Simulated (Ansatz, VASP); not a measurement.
# One calculation of Al2Cu, two programs

File INCAR:

```
SYSTEM = Al2Cu
PREC = Accurate ; ENCUT = 520
EDIFF = 1E-7 ; ISMEAR = -1
SIGMA = 0.05 ; LREAL = .FALSE.
LASPH = .TRUE. ; NELM = 80
ALGO = Normal ; ISIF = 2
LWAVE = .FALSE. ; LCHARG = .FALSE.
GGA = PS ; NBANDS = 16
```

KPOINTS

```
regular mesh
0
G
  7 7 9
  0 0 0
```

Contents of POSCAR:

```
Al2Cu
1.0
    4.0776296128      0.0000000000      0.0000000000
    0.0000000000      4.0776296128      0.0000000000
    0.0000000000      0.0000000000      2.8719076301
Cu Al
1 2
Direct
    0.0000000000      0.0000000000      0.0000000000
    0.0000000000      0.5000000000      0.5000000000
    0.5000000000      0.0000000000      0.5000000000
```

File input.yaml:

```yaml
crystal:
  lattice:
    - [4.0776296128, 0.0, 0.0]
    - [0.0, 4.0776296128, 0.0]
    - [0.0, 0.0, 2.8719076301]
  atoms:
    - { symbol: Cu, position: [0.0, 0.0, 0.0] }
    - { symbol: Al, position: [0.0, 0.5, 0.5] }
    - { symbol: Al, position: [0.5, 0.0, 0.5] }
hamiltonian:
  xc: pbesol
  pseudopotentials: { kind: paw }
kpoints:
  mp_grid: { grid: [7, 7, 9] }
scf:
  occupations: { method: fermi_dirac, width: 0.05 }
output:
  forces: true
  stress: true
  eigenvalues: true
```

Change from the starting cell: volume scaled by 0.98.

Alike in both runs: task single point; functional PBEsol; k mesh 7 × 7 × 9; occupations fermi-dirac, width 0.05 eV; no spin polarisation.

|  | VASP | Ansatz |
| --- | --- | --- |
| version | VASP 6.6.1 | Ansatz 0.2.0 |
| potentials or method | VASP PAW PBE potentials, release 64 (Cu, Al) | Ansatz PAW |
| plane-wave cutoff (eV) | 520 | 420 |
| valence electrons in the cell | 17 | 25 |

VASP gave:

* gap on the k mesh at the Fermi level (eV): none
* pressure (GPa): -0.3
* largest component of the traceless stress (GPa): 0.88

What did Ansatz give for the same quantities?

gap on the k mesh at the Fermi level (eV): none; pressure (GPa): -0.5; largest component of the traceless stress (GPa): 0.89.

A gap of «none» marks a metal or a gap that the smearing closes. The two sets of potentials don't hold the same shells in valence.

Caveats: the PAW data sets were made with another functional, which shifts forces and pressure a little (VASP); the PAW data sets come from PBE, with cores solved anew for the run's functional, which leaves a small shift of forces and pressure (Ansatz).
